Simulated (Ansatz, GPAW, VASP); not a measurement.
## CdSe: 4 runs at one level of theory

```xyz
2
Lattice="0.0000 3.0703 3.0703 3.0703 0.0000 3.0703 3.0703 3.0703 0.0000" Properties=species:S:1:pos:R:3 pbc="T T T"
Cd    0.0000    0.0000    0.0000
Se    1.5351    1.5351    1.5351
```

The cell is a database's computed one, not the measured one.

Alike in all runs: task single point; functional PBE; k mesh 8 × 8 × 8; occupations gaussian, width 0.1 eV; no spin polarisation; no spin-orbit coupling. Pressure is positive in compression and, in plane waves, holds the error of the finite cutoff, which Ansatz's Pulay term estimates and takes out.

| program and potentials | plane-wave cutoff (eV) | notes | band gap (eV) | pressure (GPa) |
| --- | --- | --- | --- | --- |
| Ansatz, Ansatz PAW | 420 | 18 valence electrons an atom on average; Pulay term of +0.03 GPa included | 0.55 | 1.29 |
| GPAW, GPAW PAW data sets (gpaw-data 1.2.1) | 600 | 9 valence electrons an atom on average | 0.54 | 1.07 |
| Ansatz, all-electron LAPW, scalar-relativistic | - | - | 0.55 | 1.30 |
| VASP, PBE PAW files Cd, Se, 520 eV | 520 | 9 valence electrons an atom on average | 0.55 | 1.56 |

The band gap spans 0.54 (GPAW, GPAW PAW data sets (gpaw-data 1.2.1)) to 0.55 eV (Ansatz, all-electron LAPW, scalar-relativistic), with all-electron results at 0.55. The pressure spans 1.07 (GPAW, GPAW PAW data sets (gpaw-data 1.2.1)) to 1.56 GPa (VASP, PBE PAW files Cd, Se, 520 eV), with all-electron results at 1.30. Spin-orbit coupling, left out here, moves the band edges of heavy atoms.

The functional is the same throughout but for its coding, so the spread measures potentials, basis and numerics; runs on potential files found faulty are left out.
